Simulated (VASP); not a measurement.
# SnO2 (Cassiterite) (P4_2/mnm) in VASP: settings compared, part 2 of 2

VASP 6.6.1. Earlier steps stand in the parts before.

## (5) Overview

| level | spin | k mesh | gap on the mesh (eV) | pressure (GPa) | largest force (eV/Å) |
| --- | --- | --- | --- | --- | --- |
| r2SCAN | off | 6 × 6 × 8 | 1.68 | -1.0 | 0.04 |
| PBE | SOC, no magnetisation | 4 × 4 × 6 | - | 6.2 | 0.06 |
| TB-mBJ | off | 6 × 6 × 8 | 2.86 | - | - |

Alike in all rows: task band structure; potentials or basis VASP PAW PBE potentials, release 64 (Sn_d, O); cell as given; cutoff (eV) 520; smearing gaussian 0.03 eV.

Caveats: the PAW data sets were made with another functional, which shifts forces and pressure a little (some runs); spin-orbit coupling is left out, which moves the levels of the heavy elements (some runs).

Absolute energies hang on the potentials; compare differences alone.
